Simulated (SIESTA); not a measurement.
The system is RbBr.

```
CELL_PARAMETERS angstrom
0.00000 3.42700 3.42700
3.42700 0.00000 3.42700
3.42700 3.42700 0.00000
ATOMIC_POSITIONS crystal
Rb 0.00000 0.00000 0.00000
Br 0.50000 0.50000 0.50000
```

Base run:

| Property | Result |
| --- | --- |
| Program | SIESTA 5.4.2 |
| Functional | PBE |
| Potentials or basis | PseudoDojo 0.4 standard (PBE files) |
| Basis | DZP (energy shift 0.003 Ry; two zetas on semicore shells; d shell added on Rb) |
| Grid cutoff | 500 Ry |
| Energy shift | 0.003 Ry |
| k mesh | 7 × 7 × 7 |
| Occupations | fermi-dirac, width 0.05 eV |
| Spin | no spin polarisation |

Its results: band gap on the k mesh 4.45 eV, direct; pressure 1.0 GPa.

Q: The run is repeated on the same cell with these changes: functional from PBE to AM05; potentials or basis from PseudoDojo 0.4 standard (PBE files) to PseudoDojo 0.4 standard (PBEsol files). What comes out?

A: Band gap on the k mesh 4.51 eV, direct; pressure 0.7 GPa.

Caveats: the basis of atomic orbitals isn't converged, which shifts pressures, moduli and gaps; an odd mesh through Γ misses points on the zone boundary, where band edges often lie (some runs); the potentials were made for another functional, which shifts forces and pressure (some runs).
